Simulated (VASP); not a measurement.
Input of a VASP 6.6.1 run:

The input INCAR:

```
ALGO = Normal
EDIFF = 1E-6
EDIFFG = -0.01
ENCUT = 600
GGA = PE
IBRION = 2
ISIF = 3
ISMEAR = 0
LASPH = True
LCHARG = False
LREAL = False
LWAVE = False
NELM = 100
NSW = 100
PREC = Accurate
SIGMA = 0.1
```

Contents of KPOINTS:

```
k-points
0
Gamma
  20 20 20
```

Contents of POSCAR:

```
Al
1.0
    2.7251273920      0.0000000000      0.0000000000
    0.0000000000      2.7251273920      0.0000000000
    0.0000000000      0.0000000000      2.7251273920
Al
1
Direct
    0.0000000000      0.0000000000      0.0000000000
```

Potentials or basis: VASP PAW PBE potentials, release 64 (Al).

The run is started by

```sh
$ cat potpaw_PBE.64/Al/POTCAR > POTCAR
$ mpirun -np 1 vasp_std > vasp.out
```

Estimate the space group after relaxing (to 0.05 Å).

Pm-3m (No. 221).

What does it give for the relaxed cell?

a = 2.721 Å, b = 2.721 Å, c = 2.721 Å, α = 90.00°, β = 90.00°, γ = 90.00°.

What does it give for the relaxed volume?

20.15 Å³/atom.

What does it give for the band gap on the k mesh?

None (metal or under the smearing width).

Final structure:
```
CELL_PARAMETERS angstrom
2.72133 0.00000 0.00000
0.00000 2.72133 0.00000
0.00000 0.00000 2.72133
ATOMIC_POSITIONS crystal
Al 0.00000 0.00000 0.00000
```
